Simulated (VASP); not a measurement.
# MoS2 (P6_3/mmc) in VASP: further runs

Aim: see how the results for MoS2 move with the level of theory and the settings. Levels: LDA, PBEsol. Tasks: relaxation of cell and atoms, single point.

All numbers are computed with VASP 6.6.1; they aren't measurements. Logs are shortened: lines on timing, memory, paths and dates and some standing lists are left out, and cuts for length are marked.

## 1. Starting point

It takes space group P6_3/mmc (No. 194, hexagonal). The conventional cell has a = 3.169 Å, b = 3.169 Å, c = 12.324 Å, α = 90.00°, β = 90.00°, γ = 120.00°. Mo (site symmetry -6m2) is surrounded by 6 S at 2.41 Å. Around S (site symmetry 3m) lie 3 Mo at 2.41 Å.

## 2. Relaxation of cell and atoms, LDA

Input file INCAR:

```
PREC = Accurate ; ENCUT = 600
EDIFF = 1E-6 ; ISMEAR = -1
SIGMA = 0.05 ; LREAL = F
LASPH = T ; NELM = 80
ALGO = Normal ; ISIF = 3
LWAVE = F ; LCHARG = F
IBRION = 2 ; NSW = 40
EDIFFG = -0.005
```

Input file KPOINTS:

```
Automatic mesh
0
Gamma
  10 10 3
```

Input file POSCAR:

```
MoS2
1.0
    3.1690000000      0.0000000000      0.0000000000
   -1.5845000000      2.7444345046      0.0000000000
    0.0000000000      0.0000000000     12.3240000000
Mo S
2 4
Direct
    0.6666666667      0.3333333333      0.7500000000
    0.3333333333      0.6666666667      0.2500000000
    0.6666666667      0.3333333333      0.3770000000
    0.3333333333      0.6666666667      0.8770000000
    0.6666666667      0.3333333333      0.1230000000
    0.3333333333      0.6666666667      0.6230000000
```

Potentials or basis: VASP PAW LDA potentials, release 64 (Mo_sv, S).

Started as:

```bash
$ cat potpaw_LDA.64/Mo_sv/POTCAR potpaw_LDA.64/S/POTCAR > POTCAR
$ mpirun -np 1 vasp_std > vasp.out
```

OUTCAR:

```text
PREC = Accurate
   ENCUT = 600
   EDIFF = 1E-6
   ISMEAR = -1
   LREAL = F
   LASPH = T
   NELM = 80
   ISIF = 3
   IBRION = 2
   NSW = 40
   EDIFFG = -0.005

 ion  position               nearest neighbor table
   1  0.667  0.333  0.750-   4 2.41   6 2.41   4 2.41   6 2.41   4 2.41   6 2.41
   2  0.333  0.667  0.250-   3 2.41   5 2.41   3 2.41   5 2.41   3 2.41   5 2.41
   3  0.667  0.333  0.377-   2 2.41   2 2.41   2 2.41
   4  0.333  0.667  0.877-   1 2.41   1 2.41   1 2.41
   5  0.667  0.333  0.123-   2 2.41   2 2.41   2 2.41
   6  0.333  0.667  0.623-   1 2.41   1 2.41   1 2.41

  LATTYP: Found a hexagonal cell.
 ALAT       =     3.1690000000
 C/A-ratio  =     3.8889239508

  Lattice vectors:

 A1 = (   3.1690000000,   0.0000000000,   0.0000000000)
 A2 = (  -1.5845000000,   2.7444345046,   0.0000000000)
 A3 = (   0.0000000000,   0.0000000000,  12.3240000000)

Analysis of symmetry for initial positions (statically):
=====================================================================
 Subroutine PRICEL returns:
 Original cell was already a primitive cell.

 Routine SETGRP: Setting up the symmetry group for a
 hexagonal supercell.

 Subroutine GETGRP returns: Found 24 space group operations
 (whereof 12 operations were pure point group operations)
 out of a pool of 24 trial point group operations.

The static configuration has the point symmetry D_3d.
 The point group associated with its full space group is D_6h.

Analysis of symmetry for dynamics (positions and initial velocities):
=====================================================================
 Subroutine PRICEL returns:
 Original cell was already a primitive cell.

 Routine SETGRP: Setting up the symmetry group for a
 hexagonal supercell.

 Subroutine GETGRP returns: Found 24 space group operations
 (whereof 12 operations were pure point group operations)
 out of a pool of 24 trial point group operations.

The dynamic configuration has the point symmetry D_3d.
 The point group associated with its full space group is D_6h.

 Subroutine INISYM returns: Found 24 space group operations
 (whereof 12 operations are pure point group operations),
 and found     1 'primitive' translations

----------------------------------------------------------------------------------------

                                     Primitive cell

  volume of cell :     107.1832

  direct lattice vectors                    reciprocal lattice vectors
     3.169000000  0.000000000  0.000000000     0.315556958  0.182186895  0.000000000
    -1.584500000  2.744434505  0.000000000     0.000000000  0.364373789  0.000000000
     0.000000000  0.000000000 12.324000000     0.000000000  0.000000000  0.081142486

  length of vectors
     3.169000000  3.169000000 12.324000000     0.364373789  0.364373789  0.081142486

  position of ions in fractional coordinates (direct lattice)
     0.666666667  0.333333333  0.750000000
     0.333333333  0.666666667  0.250000000
     0.666666667  0.333333333  0.377000000
     0.333333333  0.666666667  0.877000000
     0.666666667  0.333333333  0.123000000
     0.333333333  0.666666667  0.623000000

  ion indices of the primitive-cell ions
   primitive index   ion index
                 1           1
                 2           2
                 3           3
                 4           4
                 5           5
                 6           6

----------------------------------------------------------------------------------------

 KPOINTS: Automatic mesh

Automatic generation of k-mesh.
 Grid dimensions read from file:
 generate k-points for:   10   10    3

 Generating k-lattice:

  Cartesian coordinates                     Fractional coordinates (reciprocal lattice)
     0.031555696  0.018218689  0.000000000     0.100000000 -0.000000000  0.000000000
     0.000000000  0.036437379  0.000000000     0.000000000  0.100000000  0.000000000
     0.000000000  0.000000000  0.027047495     0.000000000  0.000000000  0.333333333

  Length of vectors
     0.036437379  0.036437379  0.027047495

[... 44 lines left out ...]
     AMIX_MAG =   1.60;   BMIX_MAG =  1.00
  volume/ion in A,a.u.               =      17.86       120.55
  Fermi-wavevector in a.u.,A,eV,Ry     =   1.286373  2.430893 22.514325  1.654756
  Thomas-Fermi vector in A             =   2.418452
   LORBIT       =      0    0 simple, 1 ext, 2 COOP (PROOUT), +10 PAW based schemes
   GGA     = CA    functional components
   LHFCALC =     F    Hartree Fock is set to
   AEXX    =    0.0000 exact exchange contribution
   IVDW    =     0    specifies the selected vdW correction
   LEPSILON=     F    determine dielectric tensor
   LRPA    =     F    only Hartree local field effects (RPA)
 conjugate gradient relaxation of ions
 non-spin polarized calculation
  energy-cutoff  :      600.00
  volume of cell :      107.18
 maximum number of plane-waves:      3613
 NGX is ok and might be reduce to    28

--------------------------------------- Ionic step        1  -------------------------------------------

 number of electron      52.0000000 magnetization

 Free energy of the ion-electron system (eV)
  ---------------------------------------------------
  ext. energy  EPLUGINS =         0.00000000
  ---------------------------------------------------
  free energy    TOTEN  =       -48.88915459 eV

  energy without entropy =      -48.88915043  energy(sigma->0) =      -48.88915251

------------------------ aborting loop because EDIFF is reached ----------------------------------------

  FORCE on cell =-STRESS in cart. coord.  units (eV):
  Direction    XX          YY          ZZ          XY          YZ          ZX
  --------------------------------------------------------------------------------------
  -------------------------------------------------------------------------------------
  Total       -3.7979271     -3.7979271     -3.5297346      0.0000000     -0.0000000      0.0000000
  in kB      -56.7715047    -56.7715047    -52.7625565      0.0000000     -0.0000000      0.0000000
  external PRESSURE =     -55.4351886 kB  Pullay stress =       0.0000000 kB
[... 101 lines left out ...]
  FREE ENERGIE OF THE ION-ELECTRON SYSTEM (eV)
  ---------------------------------------------------
  free  energy   TOTEN  =       -48.9532943516 eV

  energy  without entropy=      -48.9532896349  energy(sigma->0) =      -48.95329199

[... ionic steps 4 to 10 ...]

--------------------------------------- Ionic step       11  -------------------------------------------

 number of electron      51.9999999 magnetization

------------------------ aborting loop because EDIFF is reached ----------------------------------------
[... 75 lines left out ...]
--------------------------------------- Ionic step       13  -------------------------------------------

 number of electron      51.9999999 magnetization

 Free energy of the ion-electron system (eV)
  ---------------------------------------------------
  ext. energy  EPLUGINS =         0.00000000
  ---------------------------------------------------
  free energy    TOTEN  =       -48.96147021 eV

  energy without entropy =      -48.96146154  energy(sigma->0) =      -48.96146587

 E-fermi :   8.4015     XC(G=0): -11.3799

 val. band max:        8.0653962950   @ k =   0.0000   0.0000   0.0000
 cond. band min:       8.8308537705   @ k =   0.2000   0.2000   0.0000
 fundamental gap:      0.7654574755
 Fermi energy:         8.4015169740

 k-point     1 :       0.0000    0.0000    0.0000
  band No.  band energies     occupation
      1     -53.1201      2.00000
      2     -53.1201      2.00000
      3     -27.5123      2.00000
      4     -27.5121      2.00000
      5     -27.2236      2.00000
      6     -27.2236      2.00000
[... 805 lines left out ...]
     30      10.3189      0.00000
     31      11.0264      0.00000

 [... further k-points ...]

------------------------ aborting loop because EDIFF is reached ----------------------------------------

  FORCE on cell =-STRESS in cart. coord.  units (eV):
  Direction    XX          YY          ZZ          XY          YZ          ZX
  --------------------------------------------------------------------------------------
  -------------------------------------------------------------------------------------
  Total       -0.0158570     -0.0158570      0.0261426      0.0000000     -0.0000000      0.0000000
  in kB       -0.2491195     -0.2491195      0.4107106      0.0000000     -0.0000000      0.0000000
  external PRESSURE =      -0.0291761 kB  Pullay stress =       0.0000000 kB
[... 21 lines left out ...]
  FREE ENERGIE OF THE ION-ELECTRON SYSTEM (eV)
  ---------------------------------------------------
  free  energy   TOTEN  =       -48.9614702131 eV

  energy  without entropy=      -48.9614615359  energy(sigma->0) =      -48.96146587

 reached required accuracy - stopping structural energy minimisation
```

Run time: 5.6 min. Hardware: 1 thread of Intel Xeon 6975P-C (Granite Rapids), shared host; peak memory 0.28 GiB.

What came out:

```yaml
Free_energy: -48.9615 eV
Relaxed_volume: 17.00 Å³/atom
Relaxed_cell: a = 3.124 Å, b = 3.124 Å, c = 12.067 Å, α = 90.00°, β = 90.00°, γ = 120.00°
Space_group_after_relaxing_to_0.05_Å: P6_3/mmc (No. 194)
Energy_gained_by_relaxing: 12.1 meV/atom
Ionic_steps: 13
Pressure_after_relaxing: 0.0 GPa
Band_gap_on_the_k_mesh: 0.77 eV, indirect (least direct gap 1.97 eV)
```

Forces in eV/Å, atoms in the order of the input:
```
Mo   0.000  0.000  0.000
Mo   0.000  0.000  0.000
S    0.000  0.000  0.002
S    0.000  0.000  0.002
S    0.000  0.000 -0.002
S    0.000  0.000 -0.002
```

The path:
```tsv
step	energy change (eV)	largest force (eV/Å)	pressure (GPa)	volume (Å³)
1	0.0000	0.4652	-5.54	107.18
2	0.2139	1.6292	12.97	97.88
3	-0.0641	0.1483	-0.35	104.03
4	-0.0642	0.1605	-0.24	103.97
5	-0.0691	0.0353	-0.09	103.40
6	-0.0691	0.0364	-0.06	103.40
7	-0.0691	0.0385	-0.06	103.41
8	-0.0696	0.0337	-0.10	103.31
9	-0.0709	0.0206	-0.11	102.98
10	-0.0722	0.0063	-0.17	102.32
11	-0.0723	0.0161	-0.17	102.09
12	-0.0691	0.1386	1.32	101.12
13	-0.0723	0.0021	0.00	101.98
```

Final structure:
```
Mo S
1.0
     3.12395    0.00000    0.00000
    -1.56197    2.70542    0.00000
     0.00000    0.00000   12.06661
Mo S
2 4
Direct
  0.66667 0.33333 0.75000
  0.33333 0.66667 0.25000
  0.66667 0.33333 0.37880
  0.33333 0.66667 0.87880
  0.66667 0.33333 0.12120
  0.33333 0.66667 0.62120
```

Caveat: an odd mesh through Γ misses points on the zone boundary, where band edges often lie. LDA usually gives volumes a few per cent too small.

## 3. Relaxation of cell and atoms, PBEsol

Input file INCAR:

```
ALGO = Fast
EDIFF = 1E-7
EDIFFG = -0.02
ENCUT = 600
GGA = PS
IBRION = 2
ISIF = 3
ISMEAR = -1
LASPH = T
LCHARG = F
LREAL = F
LWAVE = F
NELM = 60
NSW = 60
PREC = Accurate
SIGMA = 0.05
```

Input file KPOINTS:

```
k-points
0
Gamma
  10 10 3
```

POSCAR is that of step 2.

Potentials or basis: VASP PAW PBE potentials, release 64 (Mo_sv, S).

Started as:

```bash
$ cat potpaw_PBE.64/Mo_sv/POTCAR potpaw_PBE.64/S/POTCAR > POTCAR
$ mpirun -np 1 vasp_std > vasp.out
```

Wall time 12 min (1 thread of Intel Xeon 6975P-C (Granite Rapids), shared host); peak memory 0.33 GiB.

The run converged. Its results:

* Free energy: -46.9075 eV
* Relaxed volume: 17.88 Å³/atom
* Relaxed cell: a = 3.142 Å, b = 3.142 Å, c = 12.545 Å, α = 90.00°, β = 90.00°, γ = 120.00°
* Space group after relaxing (to 0.05 Å): P6_3/mmc (No. 194)
* Energy gained by relaxing: 4.4 meV/atom
* Ionic steps: 18
* Pressure after relaxing: 0.0 GPa
* Largest force after relaxing: 0.006 eV/Å
* Band gap on the k mesh: 1.02 eV, indirect (least direct gap 1.96 eV)

Forces on the atoms (eV/Å):
```
Mo   0.000  0.000  0.000
Mo   0.000  0.000  0.000
S    0.000  0.000  0.006
S    0.000  0.000  0.006
S    0.000  0.000 -0.006
S    0.000  0.000 -0.006
```

Stress tensor (GPa, compression positive):
```
-0.03  0.00  0.00
 0.00 -0.03  0.00
 0.00  0.00  0.08
```

The path:
```csv
step,energy change (eV),largest force (eV/Å),pressure (GPa),volume (Å³)
1,0.0000,0.3127,-2.97,107.18
2,0.0562,0.7593,6.44,102.12
3,-0.0204,0.0335,-0.01,105.42
4,-0.0204,0.0404,0.06,105.38
5,-0.0228,0.0403,0.13,105.22
6,-0.0228,0.0417,0.13,105.22
7,-0.0232,0.0495,0.03,105.39
8,-0.0241,0.0737,-0.29,105.93
9,-0.0240,0.1213,-0.88,107.00
10,-0.0243,0.0936,-0.55,106.39
11,-0.0244,0.0909,-0.53,106.41
12,-0.0247,0.0815,-0.49,106.47
13,-0.0252,0.0633,-0.39,106.58
14,-0.0259,0.0267,-0.21,106.81
15,-0.0261,0.0474,0.17,107.27
16,-0.0262,0.0209,0.03,107.11
17,-0.0263,0.0176,0.03,107.15
18,-0.0264,0.0063,0.00,107.26
```

Final structure:
```
Mo S
1.0
     3.14216    0.00000    0.00000
    -1.57108    2.72119    0.00000
     0.00000    0.00000   12.54486
Mo S
2 4
Direct
  0.66667 0.33333 0.75000
  0.33333 0.66667 0.25000
  0.66667 0.33333 0.37422
  0.33333 0.66667 0.87422
  0.66667 0.33333 0.12578
  0.33333 0.66667 0.62578
```

Levels at points of the mesh, in eV from the valence-band top:
| k point | band 23 | band 24 | band 25 | band 26 | band 27 | band 28 | band 29 | band 30 |
| --- | --- | --- | --- | --- | --- | --- | --- | --- |
| (0.00, 0.00, 0.00) | -2.05 | -1.30 | -1.14 | 0.00 | 2.28 | 2.28 | 2.30 | 2.30 |
| (0.50, 0.00, 0.00) | -1.57 | -1.42 | -1.33 | -1.24 | 1.79 | 1.82 | 2.18 | 2.44 |

Caveat: the PAW data sets were made with another functional, which shifts forces and pressure a little; an odd mesh through Γ misses points on the zone boundary, where band edges often lie; this functional lacks dispersion, which binds the layers, so the pressure and a relaxed spacing across them are unreliable.

## 4. Single point, PBEsol

This run uses another cell than the first one: it holds 3 atoms, not 6.

Input file INCAR:

```
SYSTEM = MoS2
PREC = Accurate
ENCUT = 750
EDIFF = 1E-8
ISMEAR = 0
SIGMA = 0.05
LREAL = .FALSE.
LASPH = .TRUE.
NELM = 120
ALGO = Normal
ISIF = 2
LWAVE = .FALSE.
LCHARG = .FALSE.
LDIPOL = .TRUE.
IDIPOL = 3
DIPOL = 0.5 0.5 0.500
GGA = PS
NBANDS = 24
LVHAR = .TRUE.
LVACPOTAV = .TRUE.
```

Input file KPOINTS:

```
Automatic mesh
0
G
  13 13 1
  0 0 0
```

Input file POSCAR:

```
MoS2
1.0
    3.1690000000      0.0000000000      0.0000000000
   -1.5845000000      2.7444345000      0.0000000000
    0.0000000000      0.0000000000     25.1302960000
S Mo
2 1
Direct
    0.3333333333      0.6666666667      0.4377186803
    0.3333333333      0.6666666667      0.5622813197
    0.6666666667      0.3333333333      0.5000000000
```

Potentials or basis: VASP PAW PBE potentials, release 64 (S, Mo_sv).

Started as:

```bash
$ cat potpaw_PBE.64/S/POTCAR potpaw_PBE.64/Mo_sv/POTCAR > POTCAR
$ mpirun -np 1 vasp_std > vasp.out
```

Run time: 5 min. Hardware: 1 thread of Intel Xeon Platinum 8488C (Sapphire Rapids), shared host; peak memory 0.52 GiB.

Results (log left out):

```yaml
Free_energy: -23.4141 eV
Largest_force: 0.312 eV/Å
Band_gap_on_the_k_mesh: 1.85 eV, indirect (least direct gap 1.89 eV)
Ionisation_potential_of_the_upper_face: 5.99 eV
```

Forces on the atoms (eV/Å):
```
S    0.000  0.000  0.312
S    0.000  0.000 -0.312
Mo   0.000  0.000  0.000
```

Levels at points of the mesh, in eV from the valence-band top:
```csv
k point,band 11,band 12,band 13,band 14,band 15,band 16
"(0.00, 0.00, 0.00)",-1.42,-1.42,0.00,2.85,2.85,3.11
```

Caveat: the PAW data sets were made with another functional, which shifts forces and pressure a little. As with any semilocal functional, this PBEsol gap is likely too small.

## 5. Single point, PBEsol

This run uses another cell than the first one: it holds 3 atoms, not 6.

INCAR: that of step 4 with these lines changed.

```diff
@@ -2,4 +2,4 @@
 PREC = Accurate
-ENCUT = 750
-EDIFF = 1E-8
+ENCUT = 650
+EDIFF = 1E-7
 ISMEAR = 0
```

Input file KPOINTS:

```
Automatic mesh
0
G
  10 10 1
  0 0 0
```

POSCAR is that of step 4.

Started as:

```bash
$ cat potpaw_PBE.64/S/POTCAR potpaw_PBE.64/Mo_sv/POTCAR > POTCAR
$ mpirun -np 1 vasp_std > vasp.out
```

Wall time 2.3 min (1 thread of Intel Xeon Platinum 8488C (Sapphire Rapids), shared host); peak memory 0.45 GiB.

The run converged, but some of its settings lie outside the range that counts as converged, so its numbers aren't taken as properties of the crystal.

Results:

```yaml
Free_energy: -23.4140 eV
Largest_force: 0.312 eV/Å
Band_gap_on_the_k_mesh: 1.91 eV, indirect (least direct gap 1.99 eV)
Ionisation_potential_of_the_upper_face: 5.99 eV
```

Caveat: the PAW data sets were made with another functional, which shifts forces and pressure a little.

## 6. Single point, PBEsol

This run uses another cell than the first one: it holds 3 atoms, not 6.

INCAR: that of step 5 with these lines changed.

```diff
@@ -2,3 +2,3 @@
 PREC = Accurate
-ENCUT = 650
+ENCUT = 520
 EDIFF = 1E-7
```

KPOINTS is that of step 5.

Input file POSCAR:

```
MoS2
1.0
    3.1690000000      0.0000000000      0.0000000000
   -1.5845000000      2.7444345000      0.0000000000
    0.0000000000      0.0000000000     21.1302960000
S Mo
2 1
Direct
    0.3333333333      0.6666666667      0.4259287234
    0.3333333333      0.6666666667      0.5740712766
    0.6666666667      0.3333333333      0.5000000000
```

Potentials or basis: VASP PAW PBE potentials, release 64 (S, Mo_sv).

Started as:

```bash
$ cat potpaw_PBE.64/S/POTCAR potpaw_PBE.64/Mo_sv/POTCAR > POTCAR
$ mpirun -np 1 vasp_std > vasp.out
```

Wall time 68 s (1 thread of Intel Xeon Platinum 8488C (Sapphire Rapids), shared host); peak memory 0.31 GiB.

The run converged, but some of its settings lie outside the range that counts as converged, so its numbers aren't taken as properties of the crystal.

Results:

| Property | Result |
| --- | --- |
| Free energy | -23.4128 eV |
| Largest force | 0.310 eV/Å |
| Band gap on the k mesh | 1.91 eV, indirect (least direct gap 1.99 eV) |
| Ionisation potential of the upper face | 5.99 eV |

Caveat: the PAW data sets were made with another functional, which shifts forces and pressure a little.

## 7. For comparison

An earlier run on the cell as given: functional PBEsol; potentials or basis VASP PAW PBE potentials, release 64 (Mo_sv, S); cutoff 520 eV; k mesh 10 × 10 × 3; occupations fermi-dirac, width 0.05 eV; no spin polarisation.

* Pressure: -3.0 GPa
* Largest force: 0.312 eV/Å
* Band gap on the k mesh: 0.90 eV, indirect (least direct gap 1.87 eV)

## 8. Summary

| task | level | potentials or basis | cell | k mesh | cutoff (eV) | smearing | vacuum (Å) | dipole correction | ladder | gap on the mesh (eV) | pressure (GPa) | relaxed volume (Å³/atom) | largest force (eV/Å) |
| --- | --- | --- | --- | --- | --- | --- | --- | --- | --- | --- | --- | --- | --- |
| relaxation of cell and atoms | LDA | VASP PAW LDA potentials, release 64 (Mo_sv, S) | relaxed | 10 × 10 × 3 | 600 | fermi-dirac 0.05 eV | - | - | - | 0.77 | 0.0 | 17.00 | - |
| relaxation of cell and atoms | PBEsol | VASP PAW PBE potentials, release 64 (Mo_sv, S) | relaxed | 10 × 10 × 3 | 600 | fermi-dirac 0.05 eV | - | - | - | 1.02 | 0.0 | 17.88 | 0.01 |
| single point | PBEsol | VASP PAW PBE potentials, release 64 (S, Mo_sv) | P-6m2, 72.85 Å³/atom | 13 × 13 × 1 | 750 | gaussian 0.05 eV | 22 | yes | - | 1.85 | - | - | 0.31 |
| single point | PBEsol | VASP PAW PBE potentials, release 64 (Mo_sv, S) | P6_3/mmc, 17.86 Å³/atom | 10 × 10 × 3 | 520 | fermi-dirac 0.05 eV | - | - | free | 0.90 | -3.0 | - | 0.31 |

Alike in all rows: no spin polarisation.

Caveats: an odd mesh through Γ misses points on the zone boundary, where band edges often lie (some runs); the PAW data sets were made with another functional, which shifts forces and pressure a little (some runs); this functional lacks dispersion, which binds the layers, so the pressure and a relaxed spacing across them are unreliable (some runs).

Absolute energies hang on the potentials; compare differences alone.
